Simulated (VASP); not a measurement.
Computed with LDA (Ceperley-Alder, Perdew-Zunger), VASP's LDA PAW potentials (set 64) (plane waves; VASP 6.6.1).

Input for VASP

File POSCAR:
```
BeO
1
    1.3334636296    -2.3096271512     0.0000000000
    1.3334636296     2.3096271512     0.0000000000
    0.0000000000     0.0000000000     4.3298637382
Be O
2 2
Direct
  0.6666670000   0.3333330000   0.5000607710
  0.3333330000   0.6666670000   0.0000607710
  0.6666670000   0.3333330000   0.8779392290
  0.3333330000   0.6666670000   0.3779392290
```

File KPOINTS:
```
Automatic mesh
0
Gamma
11 11 6
0 0 0
```

### INCAR
```
! general
SYSTEM = BeO
PREC   = Accurate
ENCUT  = 520   ! plane-wave cut-off (eV)
LREAL  = .FALSE.   ! projection in real space or not
LASPH  = .TRUE.   ! aspherical one-centre terms

! electronic loop
EDIFF  = 1E-7
NELM   = 100   ! most electronic steps
ALGO   = Normal   ! blocked Davidson

! smearing
ISMEAR = -5   ! tetrahedra, Bloechl

! ions
ISIF   = 2   ! forces and stress, cell fixed

! output
LWAVE  = .FALSE.
LCHARG = .TRUE.
LORBIT = 11   ! lm-projected
NEDOS  = 601   ! DOS grid

! other
LEFG   = .TRUE.
```

POTCAR, in this order: Be O (LDA.64 set). Program: vasp_std.

Output of the run:

OSZICAR:
```
       N       E                     dE             d eps       ncg     rms          rms(c)
DAV:   1     0.529451996435E+02    0.52945E+02   -0.88986E+03  1552   0.127E+03
DAV:   2    -0.312490993465E+02   -0.84194E+02   -0.80440E+02  1940   0.261E+02
DAV:   3    -0.338249380201E+02   -0.25758E+01   -0.25685E+01  2032   0.489E+01
DAV:   4    -0.338367448154E+02   -0.11807E-01   -0.11804E-01  1784   0.368E+00
DAV:   5    -0.338368139863E+02   -0.69171E-04   -0.69169E-04  1992   0.273E-01    0.905E+00
DAV:   6    -0.315852953118E+02    0.22515E+01   -0.73122E+00  1764   0.245E+01    0.291E+00
DAV:   7    -0.315028521586E+02    0.82443E-01   -0.14568E-01  1776   0.366E+00    0.182E+00
DAV:   8    -0.314600314193E+02    0.42821E-01   -0.51424E-02  1652   0.245E+00    0.281E-01
DAV:   9    -0.314587832888E+02    0.12481E-02   -0.46834E-03  1920   0.673E-01    0.577E-02
DAV:  10    -0.314588317640E+02   -0.48475E-04   -0.79991E-05  1836   0.943E-02    0.101E-02
DAV:  11    -0.314588313099E+02    0.45413E-06   -0.26492E-06  1964   0.159E-02    0.400E-03
DAV:  12    -0.314588312216E+02    0.88293E-07   -0.11664E-06  1800   0.968E-03    0.512E-04
DAV:  13    -0.314588311984E+02    0.23185E-07   -0.16835E-08  1132   0.136E-03
   1 F= -.31458831E+02 E0= -.31458831E+02  d E =0.000000E+00
```

**OUTCAR**
```
------------------------ aborting loop because EDIFF is reached ----------------------------------------
  FORCE on cell =-STRESS in cart. coord.  units (eV):
  Direction    XX          YY          ZZ          XY          YZ          ZX
  --------------------------------------------------------------------------------------
  Total        0.0000339      0.0000339      0.0408033      0.0000000      0.0000000      0.0000000
  in kB        0.0020364      0.0020364      2.4512007      0.0000000      0.0000000      0.0000000
  external PRESSURE =       0.8184245 kB  Pullay stress =       0.0000000 kB
  volume of cell :       26.67
      direct lattice vectors                 reciprocal lattice vectors
     1.333463630 -2.309627151  0.000000000     0.374963358 -0.216485159  0.000000000
     1.333463630  2.309627151  0.000000000     0.374963358  0.216485159  0.000000000
     0.000000000  0.000000000  4.329863738     0.000000000  0.000000000  0.230954150
 POSITION                                       TOTAL-FORCE (eV/Angst)
 -----------------------------------------------------------------------------------
      1.33346     -0.76988      2.16519        -0.000000     -0.000000      0.010632
      1.33346      0.76988      0.00026        -0.000000     -0.000000      0.010632
      1.33346     -0.76988      3.80136         0.000000      0.000000     -0.010632
      1.33346      0.76988      1.63643        -0.000000     -0.000000     -0.010632
 -----------------------------------------------------------------------------------
    total drift:                               -0.000000      0.001554      0.000627
  FREE ENERGIE OF THE ION-ELECTRON SYSTEM (eV)
  ---------------------------------------------------
  free  energy   TOTEN  =       -31.4588311984 eV

  energy  without entropy=      -31.4588311984  energy(sigma->0) =      -31.45883120

 total charge

# of ion       s       p       d       tot
------------------------------------------
    1        0.452   0.880   0.000   1.332
    2        0.452   0.880   0.000   1.332
    3        1.532   3.669   0.000   5.201
    4        1.532   3.669   0.000   5.201
--------------------------------------------------
tot          3.967   9.099   0.000  13.066

 Electric field gradients after diagonalization (V/A^2)
 (convention: |V_zz| > |V_xx| > |V_yy|)
----------------------------------------------------------------------
 ion       V_xx      V_yy      V_zz     asymmetry (V_yy - V_xx)/ V_zz
----------------------------------------------------------------------
   1      -0.231    -0.231     0.462       0.000
   2      -0.231    -0.231     0.462       0.001
   3      -0.658    -0.652     1.310       0.005
   4      -0.658    -0.652     1.310       0.005
```
(Selected blocks of OUTCAR.)

**OUTCAR**
```
 val. band max:        3.6188900453   @ k =   0.0000   0.0000   0.0000

 cond. band min:      11.5383456527   @ k =   0.0000   0.0000   0.0000


 Fermi energy:         3.6771691628

 k-point     1 :       0.0000    0.0000    0.0000
  band No.  band energies     occupation
      1     -15.0683      2.00000
      2     -13.0885      2.00000
      3      -2.9429      2.00000
      4       2.5460      2.00000
      5       2.5461      2.00000
      6       3.5780      2.00000
      7       3.5780      2.00000
      8       3.6189      2.00000
      9      11.5383      0.00000
     10      15.4396      0.00000
     11      17.8205      0.00000
     12      17.8206      0.00000

 k-point     2 :       0.0909    0.0000    0.0000
  band No.  band energies     occupation
      1     -14.9637      2.00000
      2     -13.0309      2.00000
      3      -2.8198      2.00000
      4       2.1286      2.00000
      5       2.3654      2.00000
      6       3.1303      2.00000
      7       3.5130      2.00000
      8       3.5406      2.00000
      9      11.8471      0.00000
     10      15.7609      0.00000
     11      17.8045      0.00000
     12      18.1471      0.00000

 k-point     3 :       0.1818    0.0000    0.0000
  band No.  band energies     occupation
      1     -14.6622      2.00000
      2     -12.8779      2.00000
      3      -2.4664      2.00000
      4       1.0604      2.00000
      5       1.9344      2.00000
      6       2.1110      2.00000
      7       3.2992      2.00000
      8       3.3171      2.00000
      9      12.5044      0.00000
     10      16.2641      0.00000
     11      16.9867      0.00000
     12      18.2257      0.00000

 k-point     4 :       0.2727   -0.0000    0.0000
  band No.  band energies     occupation
      1     -14.2054      2.00000
      2     -12.6924      2.00000
      3      -1.9748      2.00000
      4      -0.1557      2.00000
      5       0.9709      2.00000
      6       1.4471      2.00000
...
```

The compound is BeO in the wurtzite structure. It was relaxed first.
